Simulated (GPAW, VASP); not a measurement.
This is a calculation of TiTe for GPAW 26.7.0 (ASE script). The cell comes from a database or a generator and needn't be the stable form of this composition.

Contents of run.py:

```python
from ase.dft.bandgap import bandgap
from ase.io import read, write
from ase.units import Bohr, GPa
from gpaw import GPAW, PW
from gpaw.elf import elf_from_dft_calculation

atoms = read('TiTe.xyz')

calc = GPAW(mode=PW(600),
            xc='MGGA_X_R2SCAN+MGGA_C_R2SCAN',
            kpts={'size': (8, 8, 8), 'gamma': True},
            occupations={'name': 'fermi-dirac', 'width': 0.05},
            setups={'Ti': ':d,6.0'},
            nbands=19,
            convergence={'density': 1e-05, 'energy': 1e-05},
            maxiter=150,
            txt='gpaw.txt')
atoms.calc = calc
energy = atoms.get_potential_energy()
forces = atoms.get_forces()
stress = atoms.get_stress()
calc.write('gs.gpw')
write('result.traj', atoms)
print(f'Energy: {energy:.6f} eV')
print('Forces (eV/A):')
print(forces.round(4))
print('Stress (GPa):', (stress / GPa).round(3))
print('Fermi level:', round(calc.get_fermi_level(), 4), 'eV')
print(f'Gap: {bandgap(calc)[0]:.4f} eV, direct: {bandgap(calc, direct=True)[0]:.4f} eV')

# fields on the real-space grid
write('density.cube', atoms, data=calc.get_pseudo_density() * Bohr**3)
write('potential.cube', atoms, data=calc.get_electrostatic_potential())
write('elf.cube', atoms, data=elf_from_dft_calculation(calc).data)
```

File TiTe.xyz:

```xyz
2
Lattice="0.0000000000 3.0500668100 3.0500668100 3.0500668100 0.0000000000 3.0500668100 3.0500668100 3.0500668100 0.0000000000" Properties=species:S:1:pos:R:3 pbc="T T T"
Ti     3.0500668100      3.0500668100      3.0500668100
Te     0.0000000000      0.0000000000      0.0000000000
```

Potentials or basis: GPAW PAW data sets (gpaw-data 1.2.1), pw.

Command:

```console
$ OMP_NUM_THREADS=1 python run.py
```

Q: What does the same run look like in VASP 6.6.1? Potentials or basis there: PBE PAW files Te, Ti_sv, 520 eV.

A: As run (cutoffs and basis follow the program's own potentials, and thresholds, step limits or extra output files can differ):

INCAR

```
ALGO = Normal ; EDIFF = 1E-6
ENCUT = 520 ; ISIF = 2
ISMEAR = -1 ; LASPH = True
LCHARG = True ; LDAU = True
LDAUJ = 0 0 ; LDAUL = 2 -1
LDAUPRINT = 1 ; LDAUTYPE = 2
LDAUU = 6 0 ; LELF = True
LMAXMIX = 4 ; LMIXTAU = True
LREAL = False ; LVHAR = True
LWAVE = False ; METAGGA = R2SCAN
NELM = 100 ; PREC = Accurate
SIGMA = 0.05
```

KPOINTS

```
k-points
0
Gamma
  8 8 8
```

The input POSCAR:

```
TiTe
1.0
    0.0000000000      3.0500668100      3.0500668100
    3.0500668100      0.0000000000      3.0500668100
    3.0500668100      3.0500668100      0.0000000000
Ti Te
1 1
Direct
    0.5000000000      0.5000000000      0.5000000000
    0.0000000000      0.0000000000      0.0000000000
```

Potentials or basis: VASP PAW PBE potentials, release 64 (Ti_sv, Te).

Run with:

```sh
$ cat potpaw_PBE.64/Ti_sv/POTCAR potpaw_PBE.64/Te/POTCAR > POTCAR
$ mpirun -np 1 vasp_std > vasp.out
```

Both were run:

|  | GPAW | VASP |
| --- | --- | --- |
| Pressure | -9.6 GPa | -8.7 GPa |

GPAW's potentials were made for PBE. VASP's potentials were made for PBE.

The two runs disagree by more than potentials and bases usually give (in gap, levels, pressure or energy); the cause wasn't traced.

How U acts hangs on each program's projectors.

Pressure is positive in compression.
